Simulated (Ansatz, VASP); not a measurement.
# AgCl: VASP beside Ansatz

One calculation is typed for both programs; each brings its own data sets and cutoff. How far apart do they land?

Program: Ansatz 0.2.0. Level of theory: plane waves, with VASP 6.6.1 beside it; G0W0 gap at PBE. Results are calculated unless marked as measured.

In doubt: one-shot GW on d or f shells is unsure, so the values of those runs are not to be relied on.

### 1. Starting point

The structure is cubic, space group Fm-3m (No. 225). Conventional cell: a = 5.545 Å, b = 5.545 Å, c = 5.545 Å, α = 90.00°, β = 90.00°, γ = 90.00°. Ag has 6 Cl at 2.77 Å nearest. Nearest to Cl lie 6 Ag at 2.77 Å. Farther neighbours and most contacts between anions are not listed.

Structure file:

```cif
data_structure
_symmetry_space_group_name_H-M 'P 1'
_symmetry_Int_Tables_number 1
_cell_length_a 3.9211
_cell_length_b 3.9211
_cell_length_c 3.9211
_cell_angle_alpha 60.000
_cell_angle_beta 60.000
_cell_angle_gamma 60.000
_cell_volume 42.63
loop_
_atom_site_label
_atom_site_type_symbol
_atom_site_fract_x
_atom_site_fract_y
_atom_site_fract_z
_atom_site_occupancy
Ag1 Ag 0.00000 0.00000 0.00000 1
Cl2 Cl 0.50000 0.50000 0.50000 1
```

### 2. VASP: G0W0 gap, PBE

Quasiparticle shifts depend on high empty states and on the cores, so they are the hardest test of two PAW sets.

Lines of VASP's logs that name or quote its potential files are left out, and so is its time.

The run reads the wave functions of an earlier VASP run, which isn't shown here.

The input, INCAR:

```
SYSTEM = AgCl
PREC = Accurate
ENCUT = 300
ISMEAR = 0
SIGMA = 0.01
LREAL = .FALSE.
GGA = PE
NBANDS = 104
ALGO = EVGW0
NELMGW = 1
ENCUTGW = 100
NOMEGA = 48
PRECFOCK = Fast
NBANDSGW = 24
LWAVE = .TRUE.
LCHARG = .FALSE.
```

The input, POSCAR:

```
AgCl
1.0
    0.0000000000      2.7726629968      2.7726629968
    2.7726629968      0.0000000000      2.7726629968
    2.7726629968      2.7726629968      0.0000000000
Ag Cl
1 1
Direct
    0.0000000000      0.0000000000      0.0000000000
    0.5000000000      0.5000000000      0.5000000000
```

The input, KPOINTS:

```
Automatic mesh
0
Gamma
6 6 6
0 0 0
```

Potentials, in the order of the species: Ag_GW and Cl_GW (PBE family, release 64).

Launch:

```
$ mpirun -np 8 vasp_std
```

Numbers of over 12 decimals in the logs are rounded to 6 here.

Log:

```text
[banner, memory and clock lines left out]
running    8 mpi-ranks, on    1 nodes
 distrk:  each k-point on    8 cores,    1 groups
 distr:  one band on    1 cores,    8 groups

 POSCAR found type information on POSCAR AgCl
 POSCAR found :  2 types and       2 ions
|                                                                             |
|           W    W    AA    RRRRR   N    N  II  N    N   GGGG   !!!           |
|           W    W   A  A   R    R  NN   N  II  NN   N  G    G  !!!           |
|           W    W  A    A  R    R  N N  N  II  N N  N  G       !!!           |
|           W WW W  AAAAAA  RRRRR   N  N N  II  N  N N  G  GGG   !            |
|           WW  WW  A    A  R   R   N   NN  II  N   NN  G    G                |
|           W    W  A    A  R    R  N    N  II  N    N   GGGG   !!!           |
|                                                                             |
|     For optimal performance we recommend to set                             |
|       NCORE = 2 up to number-of-cores-per-socket                            |
|     NCORE specifies how many cores store one orbital (NPAR=cpu/NCORE).      |
|     This setting can greatly improve the performance of VASP for DFT.       |
|     The default, NCORE=1 might be grossly inefficient on modern             |
|     multi-core architectures or massively parallel machines. Do your        |
|     Unfortunately you need to use the default for GW and RPA                |
|     calculations (for HF NCORE is supported but not extensively tested      |
|     yet).                                                                   |
|                                                                             |

|                                                                             |
|           W    W    AA    RRRRR   N    N  II  N    N   GGGG   !!!           |
|           W    W   A  A   R    R  NN   N  II  NN   N  G    G  !!!           |
|           W    W  A    A  R    R  N N  N  II  N N  N  G       !!!           |
|           W WW W  AAAAAA  RRRRR   N  N N  II  N  N N  G  GGG   !            |
|           WW  WW  A    A  R   R   N   NN  II  N   NN  G    G                |
|           W    W  A    A  R    R  N    N  II  N    N   GGGG   !!!           |
|                                                                             |
|     The default for ENCUTGWSOFT is different in this version of VASP.       |
|     please manually set ENCUTGWSOFT =100 in the INCAR file.                 |
|                                                                             |

 LDA part: xc-table for (Slater+PW92), standard interpolation
 found WAVECAR, reading the header
 POSCAR, INCAR and KPOINTS ok, starting setup
 FFT: planning ... GRIDC
 FFT: planning ... GRID_SOFT
 FFT: planning ... GRID
 reading WAVECAR
 the WAVECAR file was read successfully
 initial charge from wavefunction
 available memory per node:     63.25 GB, setting MAXMEM to     64763

 The Fermi energy was updated, please check that it is located mid-gap
 values below the HOMO (VB) or above the LUMO (CB) will cause erroneous energies
 E-fermi :   4.1760

 calculate exact exchange contribution
 the WAVEDER file was read successfully
energies w=
    0.000    0.000    0.399    0.000    0.796    0.000    1.190    0.000
    1.579    0.000    1.962    0.000    2.339    0.000    2.709    0.000
    3.073    0.000    3.429    0.000    3.779    0.000    4.124    0.000
    4.463    0.000    4.799    0.000    5.131    0.000    5.462    0.000
    5.793    0.000    6.125    0.000    6.460    0.000    6.798    0.000
    7.143    0.000    7.496    0.000    7.859    0.000    8.235    0.000
    8.626    0.000    9.035    0.000    9.467    0.000    9.925    0.000
   10.417    0.000   10.945    0.000   11.520    0.000   12.151    0.000
   12.850    0.000   13.631    0.000   14.513    0.000   15.524    0.000
   16.697    0.000   18.080    0.000   19.738    0.000   21.768    0.000
   24.314    0.000   27.604    0.000   32.021    0.000   38.255    0.000
   47.700    0.000   63.646    0.000   96.171    0.000  198.339    0.000
 responsefunction array rank=     120
 LDA part: xc-table for (Slater+PW92), standard interpolation

 min. memory requirement per mpi rank    165.6 MB, per node   1325.1 MB

 allocating   6 responsefunctions rank=   120
 shmem allocating  48 responsefunctions rank=   120
 response function shared by NCSHMEM nodes    1
 Doing            6  frequencies on each core in blocks of           48
NQ=   1    0.0000    0.0000    0.0000,
|.........|.........|.........|.........|.........|.........|.........|.........
 performed        449000 updates of chi_q(r,r)
 total number of BLAS operations         45.89 Gflops
NQ=   2    0.1667    0.0000    0.0000,
|.........|.........|.........|.........|.........|.........|.........|.........
 performed       1357000 updates of chi_q(r,r)
 total number of BLAS operations        111.48 Gflops
NQ=   3    0.3333    0.0000    0.0000,
|.........|.........|.........|.........|.........|.........|.........|.........
 performed       2265000 updates of chi_q(r,r)
 total number of BLAS operations        181.28 Gflops
NQ=   4    0.5000    0.0000    0.0000,
|.........|.........|.........|.........|.........|.........|.........|.........
 performed       2923000 updates of chi_q(r,r)
 total number of BLAS operations        223.98 Gflops
NQ=   5    0.1667    0.1667    0.0000,
|.........|.........|.........|.........|.........|.........|.........|.........
 performed       3716000 updates of chi_q(r,r)
 total number of BLAS operations        283.72 Gflops
NQ=   6    0.3333    0.1667    0.0000,
|.........|.........|.........|.........|.........|.........|.........|.........
 performed       5043000 updates of chi_q(r,r)
 total number of BLAS operations        383.67 Gflops
NQ=   7    0.5000    0.1667    0.0000,
|.........|.........|.........|.........|.........|.........|.........|.........
 performed       6370000 updates of chi_q(r,r)
 total number of BLAS operations        475.55 Gflops
NQ=   8   -0.3333    0.1667    0.0000,
|.........|.........|.........|.........|.........|.........|.........|.........
 performed       7697000 updates of chi_q(r,r)
 total number of BLAS operations        569.41 Gflops
NQ=   9   -0.1667    0.1667    0.0000,
|.........|.........|.........|.........|.........|.........|.........|.........
 performed       8765000 updates of chi_q(r,r)
 total number of BLAS operations        646.53 Gflops
NQ=  10    0.3333    0.3333    0.0000,
|.........|.........|.........|.........|.........|.........|.........|.........
 performed       9558000 updates of chi_q(r,r)
 total number of BLAS operations        695.70 Gflops
NQ=  11    0.5000    0.3333    0.0000,
|.........|.........|.........|.........|.........|.........|.........|.........
 performed      10885000 updates of chi_q(r,r)
 total number of BLAS operations        799.82 Gflops
NQ=  12   -0.3333    0.3333    0.0000,
|.........|.........|.........|.........|.........|.........|.........|.........
 performed      11953000 updates of chi_q(r,r)
 total number of BLAS operations        886.99 Gflops
NQ=  13    0.5000    0.5000    0.0000,
|.........|.........|.........|.........|.........|.........|.........|.........
 performed      12551000 updates of chi_q(r,r)
 total number of BLAS operations        927.55 Gflops
NQ=  14    0.5000    0.3333    0.1667,
|.........|.........|.........|.........|.........|.........|.........|.........
 performed      13888000 updates of chi_q(r,r)
 total number of BLAS operations       1024.14 Gflops
NQ=  15   -0.3333    0.3333    0.1667,
|.........|.........|.........|.........|.........|.........|.........|.........
 performed      15096000 updates of chi_q(r,r)
 total number of BLAS operations       1116.96 Gflops
NQ=  16   -0.3333    0.5000    0.1667,
|.........|.........|.........|.........|.........|.........|.........|.........
 performed      16164000 updates of chi_q(r,r)
 total number of BLAS operations       1209.39 Gflops
 resolving degeneracies of screened two electron integrals

 calculate QP shifts <psi_nk| G(iteration)W_0 |psi_nk>: iteration 1
 writing wavefunctions
 entering main loop
```

OUTCAR, selected parts (step 2):

```text
ion  position               nearest neighbor table
   1  0.000  0.000  0.000-   2 2.77   2 2.77   2 2.77   2 2.77   2 2.77   2 2.77
   2  0.500  0.500  0.500-   1 2.77   1 2.77   1 2.77   1 2.77   1 2.77   1 2.77

  LATTYP: Found a face centered cubic cell.
 ALAT       =     5.5453259936

 Subroutine GETGRP returns: Found 48 space group operations
 (whereof 48 operations were pure point group operations)

The static configuration has the point symmetry O_h .

 Found     16 irreducible k-points:

   k-points           NKPTS =     16   k-points in BZ     NKDIM =    216   number of bands    NBANDS=    104

   dimension x,y,z NGX =    24 NGY =   24 NGZ =   24
   dimension x,y,z NGXF=    48 NGYF=   48 NGZF=   48

   ENCUT  =  300.0 eV  22.05 Ry    4.70 a.u.   5.54  5.54  5.54*2*pi/ulx,y,z

   NELECT =      18.0000    total number of electrons

  energy-cutoff  :      300.00
  volume of cell :       42.63
      direct lattice vectors                 reciprocal lattice vectors
     0.000000000  2.772662997  2.772662997    -0.180332049  0.180332049  0.180332049
     2.772662997  0.000000000  2.772662997     0.180332049 -0.180332049  0.180332049
     2.772662997  2.772662997  0.000000000     0.180332049  0.180332049 -0.180332049

 k-points in reciprocal lattice and weights: Automatic mesh
   0.00000000  0.00000000  0.00000000       0.005
   0.16666667  0.00000000  0.00000000       0.037
   0.33333333  0.00000000  0.00000000       0.037
   0.50000000  0.00000000  0.00000000       0.019
   0.16666667  0.16666667  0.00000000       0.028
   0.33333333  0.16666667  0.00000000       0.111
   0.50000000  0.16666667  0.00000000       0.111
  -0.33333333  0.16666667  0.00000000       0.111
  -0.16666667  0.16666667  0.00000000       0.056
[...]
-0.33333333  0.33333333  0.16666667       0.111
  -0.33333333  0.50000000  0.16666667       0.056

 E-fermi :   4.1760

 QP shifts <psi_nk| G(iteration)W_0 |psi_nk>: iteration 1
 for sc-GW calculations column KS-energies equals QP-energies in previous step
 and V_xc(KS)=  KS-energies - (<T + V_ion + V_H > + <T+V_H+V_ion>^1  + <V_x>^1)
 k-point   1 :       0.0000    0.0000    0.0000
  band No.  KS-energies  QP-energies   sigma(KS)   V_xc(KS)     V^pw_x(r,r')   Z            occupation Imag(sigma)
    ...
      6       1.3302      -0.1983     -16.7105     -14.5648     -21.4115       0.7124       2.0000       0.3917
      7       1.3966       0.6229     -15.5761     -14.5296     -18.6114       0.7393       2.0000       0.1554
      8       1.3966       0.6229     -15.5761     -14.5296     -18.6114       0.7393       2.0000       0.1554
      9       1.3966       0.6229     -15.5761     -14.5296     -18.6114       0.7393       2.0000       0.1554
     10       4.6220       4.9220      -9.5723      -9.9436      -5.7921       0.8079       0.0000      -0.0300
     11      14.4597      15.1112      -9.8255     -10.6590      -5.3048       0.7816       0.0000      -0.1484
     12      14.4597      15.1112      -9.8255     -10.6590      -5.3048       0.7816       0.0000      -0.1484
     13      14.4597      15.1112      -9.8255     -10.6590      -5.3048       0.7816       0.0000      -0.1484
    ...

 k-point   2 :       0.1667    0.0000    0.0000
  band No.  KS-energies  QP-energies   sigma(KS)   V_xc(KS)     V^pw_x(r,r')   Z            occupation Imag(sigma)
    ...
      6       1.3792      -0.1886     -16.6051     -14.4235     -21.1352       0.7186       2.0000       0.3612
      7       1.6193       0.2244     -16.3024     -14.3859     -20.3391       0.7278       2.0000       0.3080
      8       2.4288       1.3196     -16.4760     -14.9765     -20.0433       0.7398       2.0000       0.2459
      9       2.4288       1.3196     -16.4760     -14.9765     -20.0433       0.7398       2.0000       0.2459
     10       5.7605       6.1456     -10.3760     -10.8577      -6.6764       0.7995       0.0000      -0.0322
     11      12.5703      13.0341      -9.0811      -9.6707      -4.5879       0.7867       0.0000      -0.1263
     12      13.7752      14.3875      -9.5781     -10.3627      -4.8778       0.7805       0.0000      -0.1713
     13      13.7752      14.3875      -9.5781     -10.3627      -4.8778       0.7805       0.0000      -0.1713
    ...

 k-point   3 :       0.3333    0.0000    0.0000
  band No.  KS-energies  QP-energies   sigma(KS)   V_xc(KS)     V^pw_x(r,r')   Z            occupation Imag(sigma)
    ...
      6       1.5613      -0.0120     -16.8216     -14.6368     -21.3566       0.7201       2.0000       0.3606
      7       1.8383       0.3854     -16.5864     -14.5878     -20.7342       0.7270       2.0000       0.3223
      8       3.3443       2.2629     -16.8772     -15.4377     -20.2930       0.7513       2.0000       0.2391
      9       3.3443       2.2629     -16.8772     -15.4377     -20.2930       0.7513       2.0000       0.2391
     10       7.4074       7.8218      -9.8822     -10.4036      -5.9395       0.7947       0.0000      -0.0504
     11      10.7299      11.2989      -9.8828     -10.6156      -5.1803       0.7765       0.0000      -0.1231
     12      12.0662      12.6362      -9.2816     -10.0064      -4.7537       0.7865       0.0000      -0.1196
     13      12.0662      12.6362      -9.2816     -10.0064      -4.7537       0.7865       0.0000      -0.1196
    ...

 k-point   4 :       0.5000    0.0000    0.0000
  band No.  KS-energies  QP-energies   sigma(KS)   V_xc(KS)     V^pw_x(r,r')   Z            occupation Imag(sigma)
    ...
      6       1.6562       0.0788     -16.9404     -14.7543     -21.4814       0.7215       2.0000       0.3609
      7       1.9684       0.4953     -16.8013     -14.7825     -21.0045       0.7297       2.0000       0.3270
      8       3.7299       2.6620     -17.0947     -15.6809     -20.4728       0.7554       2.0000       0.2392
      9       3.7299       2.6620     -17.0947     -15.6809     -20.4728       0.7554       2.0000       0.2392
     10       7.9530       8.2032      -8.2794      -8.5881      -4.4056       0.8107       0.0000      -0.0579
     11      10.2500      11.0317     -11.5682     -12.6091      -6.4447       0.7510       0.0000      -0.1447
     12      11.3448      11.8985      -9.0741      -9.7752      -4.6341       0.7898       0.0000      -0.0974
     13      11.3448      11.8985      -9.0741      -9.7752      -4.6341       0.7898       0.0000      -0.0974
    ...

[... 4 further parts left out ...]
```

(Continued in part 2 of 2.)

[Lines on the potential files, build, host, timing and source positions are cut from VASP's logs without a mark.]

[Logs are printed without paths, hosts, clocks, repeated set-up lines and the standing remarks that a program may print on its own settings, such as how far it seeks lower states.]

[Hosts, paths, dates, database ids (printed as entryN), source tags and the programs' standing remarks are cut or masked in the printed files.]
